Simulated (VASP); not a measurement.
# SnTe (Pm-3m) in VASP: notebook

Runs on SnTe. Level: LDA. Tasks: single point.

Everything below comes from runs of VASP 6.6.1. Logs are shortened: lines on timing, memory, paths and dates and some standing lists are left out, and cuts for length are marked.

## 1. Starting point

The structure is cubic, space group Pm-3m (No. 221). The conventional cell has a = 3.905 Å, b = 3.905 Å, c = 3.905 Å, α = 90.00°, β = 90.00°, γ = 90.00°. Around Te (site symmetry m-3m) lie 8 Sn at 3.38 Å. Around Sn (site symmetry m-3m) lie 8 Te at 3.38 Å.

Measurements of this composition are mostly on another form, of space group No. 225.

## 2. Single point, LDA

Input file INCAR:

```
SYSTEM = SnTe
ADDGRID = .False.
ALGO = Normal
EDIFF = 1E-6
ENCUT = 300
GGA = CA
ISIF = 2
ISMEAR = 0
LASPH = .True.
LCHARG = .False.
LREAL = .False.
LWAVE = .False.
NELM = 100
PREC = Accurate
SIGMA = 0.05
```

Input file KPOINTS:

```
k-points
0
Gamma
  7 7 7
  0 0 0
```

Input file POSCAR:

```
SnTe
1.0
    3.9047000000      0.0000000000      0.0000000000
    0.0000000000      3.9047000000      0.0000000000
    0.0000000000      0.0000000000      3.9047000000
Te Sn
1 1
Direct
    0.5000000000      0.5000000000      0.5000000000
    0.0000000000      0.0000000000      0.0000000000
```

Potentials or basis: VASP PAW LDA potentials, release 64 (Te, Sn_d).

Command:

```bash
$ cat potpaw_LDA.64/Te/POTCAR potpaw_LDA.64/Sn_d/POTCAR > POTCAR
$ mpirun -np 1 vasp_std > vasp.out
```

OUTCAR:

```text
SYSTEM = SnTe
   EDIFF = 1E-6
   ENCUT = 300
   GGA = CA
   ISIF = 2
   ISMEAR = 0
   LASPH = .True.
   LREAL = .False.
   NELM = 100
   PREC = Accurate

 Found     20 irreducible k-points:

 Following reciprocal coordinates:
            Coordinates               Weight
  0.000000  0.000000  0.000000      1.000000
  0.142857  0.000000  0.000000      6.000000
  0.285714  0.000000  0.000000      6.000000
  0.428571  0.000000  0.000000      6.000000
  0.142857  0.142857  0.000000     12.000000
  0.285714  0.142857  0.000000     24.000000
   k-points           NKPTS =     20   k-points in BZ     NKDIM =     20   number of bands    NBANDS=     14
   number of dos      NEDOS =    301   number of ions     NIONS =      2
   total plane-waves  NPLWV =  13824
   dimension x,y,z NGX =    24 NGY =   24 NGZ =   24
   dimension x,y,z NGXF=    48 NGYF=   48 NGZF=   48
   ions per type =               1   1
   NGX,Y,Z   is equivalent  to a cutoff of  10.22, 10.22, 10.22 a.u.
   NGXF,Y,Z  is equivalent  to a cutoff of  20.44, 20.44, 20.44 a.u.
 SYSTEM =  SnTe
   PREC   = accura    normal or accurate (medium, high low for compatibility)
   ISTART =      0    job   : 0-new  1-cont  2-samecut
   ICHARG =      2    charge: 1-file 2-atom 10-const
   ISPIN  =      1    spin polarized calculation?
   LNONCOLLINEAR =      F non collinear calculations
   LSORBIT =      F    spin-orbit coupling
   LASPH  =      T    aspherical Exc in radial PAW
   ENCUT  =  300.0 eV  22.05 Ry    4.70 a.u.   5.51  5.51  5.51*2*pi/ulx,y,z
   NELM   =    100;   NELMIN=  2; NELMDL= -5     # of ELM steps
   EDIFF  = 0.1E-05   stopping-criterion for ELM
   LREAL  =      F    real-space projection
   EDIFFG = 0.1E-04   stopping-criterion for IOM
   NSW    =      0    number of steps for IOM
   IBRION =     -1    ionic relax: 0-MD 1-quasi-New 2-CG
   NFREE  =      0    steps in history (QN), initial steepest desc. (CG)
   ISIF   =      2    stress and relaxation
   ISYM   =      2    0-nonsym 1-usesym 2-fastsym
   POTIM  = 0.5000    time-step for ionic-motion
   TEBEG  =    0.0;   TEEND  =   0.0 temperature during run
   PSTRESS=    0.0 pullay stress
   NELECT =      20.0000    total number of electrons
   NUPDOWN=      -1.0000    fix difference up-down
   EMIN   =  10.00;   EMAX   =-10.00  energy-range for DOS
   EFERMI =   0.00;   METHOD = LEGACY
   ISMEAR =     0;   SIGMA  =   0.05  broadening in eV -4-tet -1-fermi 0-gaus
   EFERMI_NEDOS =   21; number of points for ismear=-14 and -15
   IALGO  =     38    algorithm
   IMIX   =      4    mixing-type and parameters
     AMIX     =   0.40;   BMIX     =  1.00
     AMIX_MAG =   1.60;   BMIX_MAG =  1.00
  volume/ion in A,a.u.               =      29.77       200.88
  Fermi-wavevector in a.u.,A,eV,Ry     =   1.138057  2.150615 17.621893  1.295173
  Thomas-Fermi vector in A             =   2.274761
   LORBIT       =      0    0 simple, 1 ext, 2 COOP (PROOUT), +10 PAW based schemes
   GGA     = CA    functional components
   LHFCALC =     F    Hartree Fock is set to
   AEXX    =    0.0000 exact exchange contribution
   IVDW    =     0    specifies the selected vdW correction
   LEPSILON=     F    determine dielectric tensor
   LRPA    =     F    only Hartree local field effects (RPA)
 non-spin polarized calculation
 Gauss-broadening in eV      SIGMA  =   0.05
  energy-cutoff  :      300.00
  volume of cell :       59.53
 maximum number of plane-waves:       739
 NGX is ok and might be reduce to    24
   NGX = 11   NGY = 11   NGZ = 11

 number of electron      20.0000026 magnetization

 Free energy of the ion-electron system (eV)
  ---------------------------------------------------
  ext. energy  EPLUGINS =         0.00000000
  ---------------------------------------------------
  free energy    TOTEN  =        -8.32990904 eV

  energy without entropy =       -8.32575093  energy(sigma->0) =       -8.32782999

 E-fermi :   6.7605     XC(G=0): -10.0934

 val. band max:        6.7281318973   @ k =   0.4286   0.2857   0.2857
 cond. band min:       6.7754172962   @ k =   0.4286   0.2857   0.0000
 fundamental gap:      0.0472853988
 Fermi energy:         6.7604647556

 k-point     1 :       0.0000    0.0000    0.0000
  band No.  band energies     occupation
      1     -14.5969      2.00000
      2     -14.5969      2.00000
      3     -14.5605      2.00000
      4     -14.5605      2.00000
      5     -14.5605      2.00000
      6      -5.5298      2.00000
      7       1.4148      2.00000
      8       5.0899      2.00000
      9       5.0899      2.00000
     10       5.0899      2.00000
     11      10.4642      0.00000
     12      10.4642      0.00000
     13      12.0834      0.00000
     14      12.0834      0.00000

 k-point     2 :       0.1429    0.0000    0.0000
  band No.  band energies     occupation
      1     -14.5965      2.00000
      2     -14.5902      2.00000
      3     -14.5623      2.00000
      4     -14.5623      2.00000
      5     -14.5603      2.00000
      6      -5.3739      2.00000
      7       0.9172      2.00000
      8       5.0726      2.00000
      9       5.2739      2.00000
     10       5.2739      2.00000
     11      10.6371      0.00000
     12      10.8246      0.00000
     13      11.5317      0.00000
     14      11.5317      0.00000

 k-point     3 :       0.2857    0.0000    0.0000
  band No.  band energies     occupation
      1     -14.5957      2.00000
      2     -14.5759      2.00000
      3     -14.5668      2.00000
      4     -14.5668      2.00000
      5     -14.5597      2.00000
      6      -4.9476      2.00000
      7      -0.2099      2.00000
      8       5.4126      2.00000
      9       5.7876      2.00000
     10       5.7876      2.00000
     11       9.2177      0.00000
     12      10.2992      0.00000
     13      10.2992      0.00000
     14      11.1518      0.00000

 k-point     4 :       0.4286    0.0000    0.0000
  band No.  band energies     occupation
      1     -14.5952      2.00000
      2     -14.5706      2.00000
      3     -14.5706      2.00000
      4     -14.5642      2.00000
      5     -14.5592      2.00000
      6      -4.4619      2.00000
      7      -1.1859      2.00000
      8       6.2621      2.00000
      9       6.4182      2.00000
     10       6.4182      2.00000
     11       7.5780      0.00000
     12       9.1805      0.00000
     13       9.1805      0.00000
     14      11.9568      0.00000

 k-point     5 :       0.1429    0.1429    0.0000
  band No.  band energies     occupation
      1     -14.5931      2.00000
      2     -14.5867      2.00000
      3     -14.5644      2.00000
      4     -14.5620      2.00000
      5     -14.5619      2.00000
      6      -5.2205      2.00000
      7       0.6673      2.00000
      8       4.2071      2.00000
      9       5.4503      2.00000
     10       6.0987      2.00000
     11       9.7079      0.00000
     12      11.1955      0.00000
     13      11.3909      0.00000
     14      11.4194      0.00000

 k-point     6 :       0.2857    0.1429    0.0000
  band No.  band energies     occupation
      1     -14.5914      2.00000
      2     -14.5736      2.00000
      3     -14.5696      2.00000
      4     -14.5665      2.00000
      5     -14.5615      2.00000
      6      -4.8040      2.00000
      7      -0.1495      2.00000
      8       4.0107      2.00000
      9       5.9384      2.00000
     10       6.6997      1.91408
     11       8.1341      0.00000
     12      10.2699      0.00000
     13      10.8494      0.00000
     14      12.0856      0.00000

 [... further k-points ...]

------------------------ aborting loop because EDIFF is reached ----------------------------------------

  FORCE on cell =-STRESS in cart. coord.  units (eV):
  Direction    XX          YY          ZZ          XY          YZ          ZX
  --------------------------------------------------------------------------------------
  -------------------------------------------------------------------------------------
  Total       -1.8828211     -1.8828211     -1.8828211     -0.0000000     -0.0000000     -0.0000000
  in kB      -50.6706662    -50.6706662    -50.6706662     -0.0000000     -0.0000000     -0.0000000
  external PRESSURE =     -50.6706662 kB  Pullay stress =       0.0000000 kB

 VOLUME and BASIS-vectors are now :
 -----------------------------------------------------------------------------
  energy-cutoff  :      300.00
  volume of cell :       59.53
      direct lattice vectors                 reciprocal lattice vectors
     3.904700000  0.000000000  0.000000000     0.256101621  0.000000000  0.000000000
     0.000000000  3.904700000  0.000000000     0.000000000  0.256101621  0.000000000
     0.000000000  0.000000000  3.904700000     0.000000000  0.000000000  0.256101621

 POSITION                                       TOTAL-FORCE (eV/Angst)
 -----------------------------------------------------------------------------------
      1.95235      1.95235      1.95235         0.000000      0.000000      0.000000
      0.00000      0.00000      0.00000         0.000000      0.000000      0.000000
 -----------------------------------------------------------------------------------
    total drift:                               -0.000000      0.000000     -0.000000

  FREE ENERGIE OF THE ION-ELECTRON SYSTEM (eV)
  ---------------------------------------------------
  free  energy   TOTEN  =        -8.3299090392 eV

  energy  without entropy=       -8.3257509335  energy(sigma->0) =       -8.32782999
```

Wall time 4.6 s (1 thread of AMD EPYC 9R14 (Zen 4), shared host); peak memory 0.1 GiB.

The run converged, but some of its settings lie outside the range that counts as converged, so its numbers aren't taken as properties of the crystal.

What came out:

```yaml
Free_energy: -8.3299 eV
Pressure: -5.1 GPa
Band_gap_on_the_k_mesh: none (metal or under the smearing width)
```

## 3. Single point, LDA

Edit INCAR of step 2 so:

```diff
@@ -4,3 +4,3 @@
 EDIFF = 1E-6
-ENCUT = 300
+ENCUT = 350
 GGA = CA
```

KPOINTS is that of step 2.

POSCAR is that of step 2.

Potentials or basis: VASP PAW LDA potentials, release 64 (Te, Sn_d).

Command:

```bash
$ cat potpaw_LDA.64/Te/POTCAR potpaw_LDA.64/Sn_d/POTCAR > POTCAR
$ mpirun -np 1 vasp_std > vasp.out
```

Wall time 5 s (1 thread of AMD EPYC 9R14 (Zen 4), shared host); peak memory 0.1 GiB.

The run converged, but some of its settings lie outside the range that counts as converged, so its numbers aren't taken as properties of the crystal.

What came out:

```
Free energy            : -8.3291 eV
Pressure               : -5.1 GPa
Band gap on the k mesh : none (metal or under the smearing width)
```

## 4. Single point, LDA

Edit INCAR of step 3 so:

```diff
@@ -4,3 +4,3 @@
 EDIFF = 1E-6
-ENCUT = 350
+ENCUT = 400
 GGA = CA
```

KPOINTS is that of step 3.

POSCAR is that of step 3.

Potentials or basis: VASP PAW LDA potentials, release 64 (Te, Sn_d).

Command:

```bash
$ cat potpaw_LDA.64/Te/POTCAR potpaw_LDA.64/Sn_d/POTCAR > POTCAR
$ mpirun -np 1 vasp_std > vasp.out
```

OUTCAR:

```text
SYSTEM = SnTe
   EDIFF = 1E-6
   ENCUT = 400
   GGA = CA
   ISIF = 2
   ISMEAR = 0
   LASPH = .True.
   LREAL = .False.
   NELM = 100
   PREC = Accurate

 Found     20 irreducible k-points:

 Following reciprocal coordinates:
            Coordinates               Weight
  0.000000  0.000000  0.000000      1.000000
  0.142857  0.000000  0.000000      6.000000
  0.285714  0.000000  0.000000      6.000000
  0.428571  0.000000  0.000000      6.000000
  0.142857  0.142857  0.000000     12.000000
  0.285714  0.142857  0.000000     24.000000
   k-points           NKPTS =     20   k-points in BZ     NKDIM =     20   number of bands    NBANDS=     14
   number of dos      NEDOS =    301   number of ions     NIONS =      2
   total plane-waves  NPLWV =  21952
   dimension x,y,z NGX =    28 NGY =   28 NGZ =   28
   dimension x,y,z NGXF=    56 NGYF=   56 NGZF=   56
   ions per type =               1   1
   NGX,Y,Z   is equivalent  to a cutoff of  11.92, 11.92, 11.92 a.u.
   NGXF,Y,Z  is equivalent  to a cutoff of  23.84, 23.84, 23.84 a.u.
 SYSTEM =  SnTe
   PREC   = accura    normal or accurate (medium, high low for compatibility)
   ISTART =      0    job   : 0-new  1-cont  2-samecut
   ICHARG =      2    charge: 1-file 2-atom 10-const
   ISPIN  =      1    spin polarized calculation?
   LNONCOLLINEAR =      F non collinear calculations
   LSORBIT =      F    spin-orbit coupling
   LASPH  =      T    aspherical Exc in radial PAW
   ENCUT  =  400.0 eV  29.40 Ry    5.42 a.u.   6.37  6.37  6.37*2*pi/ulx,y,z
   NELM   =    100;   NELMIN=  2; NELMDL= -5     # of ELM steps
   EDIFF  = 0.1E-05   stopping-criterion for ELM
   LREAL  =      F    real-space projection
   EDIFFG = 0.1E-04   stopping-criterion for IOM
   NSW    =      0    number of steps for IOM
   IBRION =     -1    ionic relax: 0-MD 1-quasi-New 2-CG
   NFREE  =      0    steps in history (QN), initial steepest desc. (CG)
   ISIF   =      2    stress and relaxation
   ISYM   =      2    0-nonsym 1-usesym 2-fastsym
   POTIM  = 0.5000    time-step for ionic-motion
   TEBEG  =    0.0;   TEEND  =   0.0 temperature during run
   PSTRESS=    0.0 pullay stress
   NELECT =      20.0000    total number of electrons
   NUPDOWN=      -1.0000    fix difference up-down
   EMIN   =  10.00;   EMAX   =-10.00  energy-range for DOS
   EFERMI =   0.00;   METHOD = LEGACY
   ISMEAR =     0;   SIGMA  =   0.05  broadening in eV -4-tet -1-fermi 0-gaus
   EFERMI_NEDOS =   21; number of points for ismear=-14 and -15
   IALGO  =     38    algorithm
   IMIX   =      4    mixing-type and parameters
     AMIX     =   0.40;   BMIX     =  1.00
     AMIX_MAG =   1.60;   BMIX_MAG =  1.00
  volume/ion in A,a.u.               =      29.77       200.88
  Fermi-wavevector in a.u.,A,eV,Ry     =   1.138057  2.150615 17.621893  1.295173
  Thomas-Fermi vector in A             =   2.274761
   LORBIT       =      0    0 simple, 1 ext, 2 COOP (PROOUT), +10 PAW based schemes
   GGA     = CA    functional components
   LHFCALC =     F    Hartree Fock is set to
   AEXX    =    0.0000 exact exchange contribution
   IVDW    =     0    specifies the selected vdW correction
   LEPSILON=     F    determine dielectric tensor
   LRPA    =     F    only Hartree local field effects (RPA)
 non-spin polarized calculation
 Gauss-broadening in eV      SIGMA  =   0.05
  energy-cutoff  :      400.00
  volume of cell :       59.53
 maximum number of plane-waves:      1092
 NGX is ok and might be reduce to    28
   NGX = 13   NGY = 13   NGZ = 13

 number of electron      19.9999991 magnetization

 Free energy of the ion-electron system (eV)
  ---------------------------------------------------
  ext. energy  EPLUGINS =         0.00000000
  ---------------------------------------------------
  free energy    TOTEN  =        -8.33052576 eV

  energy without entropy =       -8.32635795  energy(sigma->0) =       -8.32844185

 E-fermi :   6.7606     XC(G=0): -10.0931

 val. band max:        6.7284705428   @ k =   0.4286   0.2857   0.2857
 cond. band min:       6.7754094106   @ k =   0.4286   0.2857   0.0000
 fundamental gap:      0.0469388678
 Fermi energy:         6.7606271282

 k-point     1 :       0.0000    0.0000    0.0000
  band No.  band energies     occupation
      1     -14.6232      2.00000
      2     -14.6232      2.00000
      3     -14.5874      2.00000
      4     -14.5874      2.00000
      5     -14.5874      2.00000
      6      -5.5295      2.00000
      7       1.4158      2.00000
      8       5.0902      2.00000
      9       5.0902      2.00000
     10       5.0902      2.00000
     11      10.4633      0.00000
     12      10.4633      0.00000
     13      12.0843      0.00000
     14      12.0843      0.00000

 k-point     2 :       0.1429    0.0000    0.0000
  band No.  band energies     occupation
      1     -14.6230      2.00000
      2     -14.6170      2.00000
      3     -14.5895      2.00000
      4     -14.5895      2.00000
      5     -14.5873      2.00000
      6      -5.3737      2.00000
      7       0.9181      2.00000
      8       5.0728      2.00000
      9       5.2741      2.00000
     10       5.2741      2.00000
     11      10.6362      0.00000
     12      10.8247      0.00000
     13      11.5324      0.00000
     14      11.5324      0.00000

 k-point     3 :       0.2857    0.0000    0.0000
  band No.  band energies     occupation
      1     -14.6225      2.00000
      2     -14.6030      2.00000
      3     -14.5941      2.00000
      4     -14.5941      2.00000
      5     -14.5870      2.00000
      6      -4.9475      2.00000
      7      -0.2091      2.00000
      8       5.4129      2.00000
      9       5.7876      2.00000
     10       5.7876      2.00000
     11       9.2181      0.00000
     12      10.2998      0.00000
     13      10.2998      0.00000
     14      11.1509      0.00000

 k-point     4 :       0.4286    0.0000    0.0000
  band No.  band energies     occupation
      1     -14.6220      2.00000
      2     -14.5978      2.00000
      3     -14.5978      2.00000
      4     -14.5917      2.00000
      5     -14.5867      2.00000
      6      -4.4619      2.00000
      7      -1.1850      2.00000
      8       6.2624      2.00000
      9       6.4181      2.00000
     10       6.4181      2.00000
     11       7.5784      0.00000
     12       9.1812      0.00000
     13       9.1812      0.00000
     14      11.9559      0.00000

 k-point     5 :       0.1429    0.1429    0.0000
  band No.  band energies     occupation
      1     -14.6198      2.00000
      2     -14.6137      2.00000
      3     -14.5917      2.00000
      4     -14.5895      2.00000
      5     -14.5891      2.00000
      6      -5.2204      2.00000
      7       0.6682      2.00000
      8       4.2073      2.00000
      9       5.4505      2.00000
     10       6.0989      2.00000
     11       9.7083      0.00000
     12      11.1962      0.00000
     13      11.3909      0.00000
     14      11.4186      0.00000

 k-point     6 :       0.2857    0.1429    0.0000
  band No.  band energies     occupation
      1     -14.6181      2.00000
      2     -14.6007      2.00000
      3     -14.5968      2.00000
      4     -14.5939      2.00000
      5     -14.5889      2.00000
      6      -4.8039      2.00000
      7      -0.1486      2.00000
      8       4.0109      2.00000
      9       5.9385      2.00000
     10       6.6999      1.91426
     11       8.1346      0.00000
     12      10.2705      0.00000
     13      10.8498      0.00000
     14      12.0849      0.00000

 [... further k-points ...]

------------------------ aborting loop because EDIFF is reached ----------------------------------------

  FORCE on cell =-STRESS in cart. coord.  units (eV):
  Direction    XX          YY          ZZ          XY          YZ          ZX
  --------------------------------------------------------------------------------------
  -------------------------------------------------------------------------------------
  Total       -1.8134319     -1.8134319     -1.8134319      0.0000000     -0.0000000      0.0000000
  in kB      -48.8032592    -48.8032592    -48.8032592      0.0000000     -0.0000000      0.0000000
  external PRESSURE =     -48.8032592 kB  Pullay stress =       0.0000000 kB

 VOLUME and BASIS-vectors are now :
 -----------------------------------------------------------------------------
  energy-cutoff  :      400.00
  volume of cell :       59.53
      direct lattice vectors                 reciprocal lattice vectors
     3.904700000  0.000000000  0.000000000     0.256101621  0.000000000  0.000000000
     0.000000000  3.904700000  0.000000000     0.000000000  0.256101621  0.000000000
     0.000000000  0.000000000  3.904700000     0.000000000  0.000000000  0.256101621

 POSITION                                       TOTAL-FORCE (eV/Angst)
 -----------------------------------------------------------------------------------
      1.95235      1.95235      1.95235         0.000000      0.000000      0.000000
      0.00000      0.00000      0.00000         0.000000      0.000000      0.000000
 -----------------------------------------------------------------------------------
    total drift:                               -0.000000      0.000000     -0.000000

  FREE ENERGIE OF THE ION-ELECTRON SYSTEM (eV)
  ---------------------------------------------------
  free  energy   TOTEN  =        -8.3305257573 eV

  energy  without entropy=       -8.3263579458  energy(sigma->0) =       -8.32844185
```

Run time: 7.1 s. Hardware: 1 thread of AMD EPYC 9R14 (Zen 4), shared host; peak memory 0.11 GiB.

These settings aren't checked as converged: the numbers below hold their error.

What came out:

```yaml
Free_energy: -8.3305 eV
Pressure: -4.9 GPa
Band_gap_on_the_k_mesh: none (metal or under the smearing width)
```
